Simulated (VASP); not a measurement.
# LaB6 (Pm-3m) in VASP: further runs, part 2 of 2

VASP 6.6.1. Earlier steps stand in the parts before.

**3. Relaxation of cell and atoms, r2SCAN**

This run uses another cell than the first one, of 10.23 Å³/atom, 0.997 times its volume.

Contents of INCAR:

```
SYSTEM = LaB6
ALGO = Normal
EDIFF = 1E-7
EDIFFG = -0.005
ENCUT = 600
IBRION = 2
ISIF = 3
ISMEAR = 1
KPAR = 2
LASPH = .True.
LCHARG = .False.
LMIXTAU = .True.
LREAL = .False.
LWAVE = .False.
METAGGA = R2SCAN
NELM = 80
NSW = 90
PREC = Accurate
SIGMA = 0.1
```

Contents of KPOINTS:

```
k-points
0
Gamma
  10 10 10
  0 0 0
```

Contents of POSCAR:

```
LaB6                                    
1.0
    4.1526966138      0.0000000000     -0.0000000000
    0.0000000000      4.1526966138     -0.0000000000
    0.0000000000      0.0000000000      4.1526966138
  La              B             
     1     6
Direct
     0.0000000000000000    0.0000000000000000    0.0000000000000000
     0.1999367774341458    0.5000000000000000    0.5000000000000000
     0.5000000000000000    0.1999367774341458    0.5000000000000000
     0.8000632225658542    0.5000000000000000    0.5000000000000000
     0.5000000000000000    0.8000632225658542    0.5000000000000000
     0.5000000000000000    0.5000000000000000    0.1999367774341458
     0.5000000000000000    0.5000000000000000    0.8000632225658542
```

Potentials or basis: VASP PAW PBE potentials, release 64 (La, B).

Launch:

```console
> cat potpaw_PBE.64/La/POTCAR potpaw_PBE.64/B/POTCAR > POTCAR
> mpirun -np 2 vasp_std > vasp.out
```

OUTCAR:

```text
SYSTEM = LaB6
   EDIFF = 1E-7
   EDIFFG = -0.005
   ENCUT = 600
   IBRION = 2
   ISIF = 3
   ISMEAR = 1
   LASPH = .True.
   LREAL = .False.
   METAGGA = R2SCAN
   NELM = 80
   NSW = 90
   PREC = Accurate

 ion  position               nearest neighbor table
   1  0.000  0.000  0.000-
   2  0.200  0.500  0.500-   4 1.66   3 1.76   5 1.76   6 1.76   7 1.76
   3  0.500  0.200  0.500-   5 1.66   4 1.76   2 1.76   6 1.76   7 1.76
   4  0.800  0.500  0.500-   2 1.66   3 1.76   5 1.76   6 1.76   7 1.76
   5  0.500  0.800  0.500-   3 1.66   2 1.76   4 1.76   6 1.76   7 1.76
   6  0.500  0.500  0.200-   7 1.66   3 1.76   4 1.76   5 1.76   2 1.76
   7  0.500  0.500  0.800-   6 1.66   3 1.76   4 1.76   5 1.76   2 1.76
[... 717 lines left out ...]
  in kB       -0.7043225     -0.7043225     -0.7043225     -0.0000000      0.0000000     -0.0000000
  external PRESSURE =      -0.7043225 kB  Pullay stress =       0.0000000 kB

 VOLUME and BASIS-vectors are now :
 -----------------------------------------------------------------------------
  energy-cutoff  :      600.00
  volume of cell :       71.61
      direct lattice vectors                 reciprocal lattice vectors
     4.152696614  0.000000000  0.000000000     0.240807382  0.000000000  0.000000000
     0.000000000  4.152696614  0.000000000     0.000000000  0.240807382  0.000000000
     0.000000000  0.000000000  4.152696614     0.000000000  0.000000000  0.240807382

 POSITION                                       TOTAL-FORCE (eV/Angst)
 -----------------------------------------------------------------------------------
      0.00000      0.00000      0.00000         0.000000      0.000000      0.000000
      0.83028      2.07635      2.07635         0.000433      0.000000      0.000000
      2.07635      0.83028      2.07635         0.000000      0.000433      0.000000
      3.32242      2.07635      2.07635        -0.000433     -0.000000      0.000000
      2.07635      3.32242      2.07635        -0.000000     -0.000433      0.000000
      2.07635      2.07635      0.83028         0.000000     -0.000000      0.000433
      2.07635      2.07635      3.32242        -0.000000      0.000000     -0.000433
 -----------------------------------------------------------------------------------
    total drift:                               -0.000000     -0.000000     -0.000000

  FREE ENERGIE OF THE ION-ELECTRON SYSTEM (eV)
  ---------------------------------------------------
  free  energy   TOTEN  =       -78.2193840837 eV

  energy  without entropy=      -78.2191421724  energy(sigma->0) =      -78.21930345

 reached required accuracy - stopping structural energy minimisation
```

OSZICAR:

```text
N       E                     dE             d eps       ncg     rms          rms(c)
DAV:   1     0.221427193043E+03    0.22143E+03   -0.12926E+04  2024   0.236E+03
DAV:   2    -0.352487161461E+02   -0.25668E+03   -0.24528E+03  2640   0.354E+02
DAV:   3    -0.850778098538E+02   -0.49829E+02   -0.41807E+02  3110   0.189E+02
[... 15 lines left out ...]
DAV:  19    -0.782193824674E+02   -0.12723E-05   -0.86850E-06  3678   0.294E-02    0.159E-03
DAV:  20    -0.782193837909E+02   -0.13234E-05   -0.76325E-07  3234   0.934E-03    0.405E-04
DAV:  21    -0.782193839073E+02   -0.11641E-06   -0.46400E-08  1462   0.285E-03    0.210E-04
DAV:  22    -0.782193840464E+02   -0.13914E-06   -0.23001E-08  1410   0.322E-03    0.108E-04
DAV:  23    -0.782193840837E+02   -0.37265E-07   -0.96306E-09  1402   0.201E-03
   1 F= -.78219384E+02 E0= -.78219303E+02  d E =-.782194E+02
```

CONTCAR:

```text
LaB6
   1.00000000000000
     4.1526966137999999    0.0000000000000000    0.0000000000000000
     0.0000000000000000    4.1526966137999999    0.0000000000000000
     0.0000000000000000    0.0000000000000000    4.1526966137999999
  La              B
     1     6
Direct
     0.0000000000000000    0.0000000000000000    0.0000000000000000
     0.1999367774341465    0.5000000000000000    0.5000000000000000
     0.5000000000000000    0.1999367774341465    0.5000000000000000
     0.8000632225658535    0.5000000000000000    0.5000000000000000
     0.5000000000000000    0.8000632225658535    0.5000000000000000
     0.5000000000000000    0.5000000000000000    0.1999367774341465
     0.5000000000000000    0.5000000000000000    0.8000632225658535

  0.00000000E+00  0.00000000E+00  0.00000000E+00
  0.00000000E+00  0.00000000E+00  0.00000000E+00
  0.00000000E+00  0.00000000E+00  0.00000000E+00
  0.00000000E+00  0.00000000E+00  0.00000000E+00
  0.00000000E+00  0.00000000E+00  0.00000000E+00
  0.00000000E+00  0.00000000E+00  0.00000000E+00
  0.00000000E+00  0.00000000E+00  0.00000000E+00
```

Wall time 2.7 min (2 MPI ranks of Intel Xeon Platinum 8375C at 2.90GHz (Ice Lake), shared host); peak memory 0.28 GiB.

Results:

```yaml
Free_energy: -78.2194 eV
Pressure_after_relaxing: -0.1 GPa
Band_gap_on_the_k_mesh: none (metal or under the smearing width)
```

Final structure:
```yaml
crystal:
  lattice:
    - [4.15270, 0.00000, 0.00000]
    - [0.00000, 4.15270, 0.00000]
    - [0.00000, 0.00000, 4.15270]
  atoms:
    - { symbol: La, position: [0.00000, 0.00000, 0.00000] }
    - { symbol: B, position: [0.19994, 0.50000, 0.50000] }
    - { symbol: B, position: [0.50000, 0.19994, 0.50000] }
    - { symbol: B, position: [0.80006, 0.50000, 0.50000] }
    - { symbol: B, position: [0.50000, 0.80006, 0.50000] }
    - { symbol: B, position: [0.50000, 0.50000, 0.19994] }
    - { symbol: B, position: [0.50000, 0.50000, 0.80006] }
```

Caveat: the relaxation stopped at its first step, so nothing moved; the PAW data sets were made with another functional, which shifts forces and pressure a little. Spin-orbit coupling is left out, which matters for the levels of La.

**4. Relaxation of cell and atoms, PBE**

Contents of INCAR:

```
SYSTEM = LaB6
PREC = Accurate
ENCUT = 300
EDIFF = 1E-6
ISMEAR = 1
SIGMA = 0.1
LREAL = .False.
LASPH = .True.
NELM = 80
ALGO = Normal
ISIF = 3
LWAVE = .False.
LCHARG = .False.
GGA = PE
IBRION = 2
NSW = 90
EDIFFG = -0.01
KPAR = 2
```

Contents of KPOINTS:

```
Automatic mesh
0
Gamma
  5 5 5
  0 0 0
```

Contents of POSCAR:

```
LaB6
1.0
    4.1570000000      0.0000000000      0.0000000000
    0.0000000000      4.1570000000      0.0000000000
    0.0000000000      0.0000000000      4.1570000000
La B
1 6
Direct
    0.0000000000      0.0000000000      0.0000000000
    0.1975000000      0.5000000000      0.5000000000
    0.5000000000      0.1975000000      0.5000000000
    0.8025000000      0.5000000000      0.5000000000
    0.5000000000      0.8025000000      0.5000000000
    0.5000000000      0.5000000000      0.1975000000
    0.5000000000      0.5000000000      0.8025000000
```

Potentials or basis: VASP PAW PBE potentials, release 64 (La, B_s).

Launch:

```console
> cat potpaw_PBE.64/La/POTCAR potpaw_PBE.64/B_s/POTCAR > POTCAR
> mpirun -np 2 vasp_std > vasp.out
```

Wall time 16 s (2 MPI ranks of Intel Xeon Platinum 8559C (Emerald Rapids), shared host); peak memory 0.13 GiB.

The run converged, but some of its settings lie outside the range that counts as converged, so its numbers aren't taken as properties of the crystal.

What came out:

```
Free energy                            : -48.9391 eV
Relaxed volume                         : 10.23 Å³/atom
Relaxed cell                           : a = 4.153 Å, b = 4.153 Å, c = 4.153 Å, α = 90.00°, β = 90.00°, γ = 90.00°
Space group after relaxing (to 0.05 Å) : Pm-3m (No. 221)
Energy gained by relaxing              : 2.2 meV/atom
Ionic steps                            : 3
Band gap on the k mesh                 : none (metal or under the smearing width)
```

Caveat: the cutoff is under 1.25 times the usual one of these potentials, so pressure, stress and relaxed cells hold a basis-set (Pulay) error.
